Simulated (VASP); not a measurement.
MoS2, 3 atoms in the cell. The cell holds a slab with vacuum, 3 atoms: a = 3.122 Å, b = 3.122 Å, c = 21.130 Å, α = 90.00°, β = 90.00°, γ = 120.00°. 

| Item | Value |
| --- | --- |
| Program | VASP 6.6.1 |
| Task | relaxation of cell and atoms |
| Functional | LDA |
| Potentials or basis | VASP PAW LDA potentials, release 64 (S, Mo_sv) |
| Cutoff | 600 eV |
| k mesh | 12 × 12 × 1 |
| Occupations | gaussian, width 0.03 eV |
| Spin | no spin polarisation |
| Further INCAR settings | ALGO = Normal; EDIFF = 1e-07; IBRION = 2; EDIFFG = -0.005; NSW = 90; ISIF = 3 |

Potentials or basis: VASP PAW LDA potentials, release 64 (S, Mo_sv).

The run is started by

```sh
$ cat potpaw_LDA.64/S/POTCAR potpaw_LDA.64/Mo_sv/POTCAR > POTCAR
$ mpirun -np 1 vasp_std > vasp.out
```

Hardware: 1 thread of Intel(R) Xeon(R) Platinum 8488C (Sapphire Rapids), on a shared host.

Question: Estimate the wall time of this run.

Answer: Wall time 2.3 min on 1 thread of Intel(R) Xeon(R) Platinum 8488C (Sapphire Rapids), on a shared host, peak memory 0.33 GiB. Counts: scf iterations 36, k points 19, ion steps 3.
